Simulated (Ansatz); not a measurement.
The system is Ag.

```
Ag
1.0
     0.00000    2.04275    2.04275
     2.04275    0.00000    2.04275
     2.04275    2.04275    0.00000
Ag
1
Cartesian
  0.0000 0.0000 0.0000
```

* Program: Ansatz 0.2.0
* Task: relaxation of cell and atoms
* Functional: revPBE
* Dispersion: D3(BJ)
* Potentials or basis: Ansatz PAW
* Cutoff: 420 eV (not typed: the program's choice for these potentials)
* k mesh: 11 × 11 × 11
* Occupations: fermi-dirac, width 0.05 eV
* Spin: no spin polarisation

At the start: volume 17.05 Å³/atom.

How do energy, volume and symmetry change on relaxing?

It ends after 5 steps and the volume is 16.49 Å³/atom (-3.3 %); space group Fm-3m (No. 225, to 0.05 Å).

The path:
```tsv
step	energy change (eV)	largest force (eV/Å)	volume (Å³)
1	0.0000	0.0000	17.05
2	-0.0027	0.0000	16.06
3	-0.0068	0.0000	16.52
4	-0.0068	0.0000	16.49
5	-0.0065	0.0000	16.49
```

Final structure:
```cif
data_structure
_symmetry_space_group_name_H-M 'P 1'
_symmetry_Int_Tables_number 1
_cell_length_a 2.8568
_cell_length_b 2.8568
_cell_length_c 2.8568
_cell_angle_alpha 60.000
_cell_angle_beta 60.000
_cell_angle_gamma 60.000
_cell_volume 16.49
loop_
_atom_site_label
_atom_site_type_symbol
_atom_site_fract_x
_atom_site_fract_y
_atom_site_fract_z
_atom_site_occupancy
Ag1 Ag 0.00000 0.00000 0.00000 1
```

Caveat: the plane-wave basis is chosen anew once the cell has moved, so the energies of steps on either side of that aren't comparable; the PAW data sets come from PBE, with cores solved anew for the run's functional, which leaves a small shift of forces and pressure.
